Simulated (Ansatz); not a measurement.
Crystal: NiO.

```
Ni O
1.0
     0.00000    2.28355    2.28355
     2.28355    0.00000    2.28355
     2.28355    2.28355    0.00000
Ni O
1 1
Direct
  0.00000 0.00000 0.00000
  0.25000 0.25000 0.25000
```

Measurements of this composition are mostly on another form, of space group No. 225.

| Property | Result |
| --- | --- |
| Program | Ansatz 0.2.0 |
| Task | single point |
| Functional | PBE |
| Potentials or basis | Ansatz PAW |
| Cutoff | 420 eV (not typed: the program's choice for these potentials) |
| k mesh | 10 × 10 × 10 |
| Occupations | fermi-dirac, width 0.05 eV |
| Spin | collinear spin, ferromagnetic start |
| Starting moments | [1.0, 0.0] μB |

On this cell: pressure -7.3 GPa; largest force zero by symmetry; net moment 1.98 μB per cell; site moments Ni +1.50; O +0.38 μB; band gap on the k mesh none (metal or under the smearing width).

The same run follows on a disturbed copy (atoms moved at random, drawn with an rms of 0.05 Å):

```
Ni O
1.0
     0.00000    2.28355    2.28355
     2.28355    0.00000    2.28355
     2.28355    2.28355    0.00000
Ni O
1 1
Direct
  0.00326 0.99959 0.00193
  0.24034 0.23948 0.27111
```

Q: What changes?

A: The energy (extrapolated to zero smearing) moves by +5.1 meV/atom; pressure -7.1 GPa; largest force 0.363 eV/Å; net moment 1.98 μB per cell; site moments Ni +1.49; O +0.38 μB; band gap on the k mesh none (metal or under the smearing width).

Forces on the atoms (eV/Å):
```
Ni   0.143  0.114 -0.314
O   -0.143 -0.114  0.314
```

Stress tensor (GPa, compression positive):
```
-6.99  1.80 -0.64
 1.80 -6.97 -0.81
-0.64 -0.81 -7.23
```

Caveats: a cell with one magnetic atom can't hold antiferromagnetic order, which such compounds often take; semilocal functionals often make such compounds metallic where correlation or magnetic order opens a gap, which also shifts bond lengths.
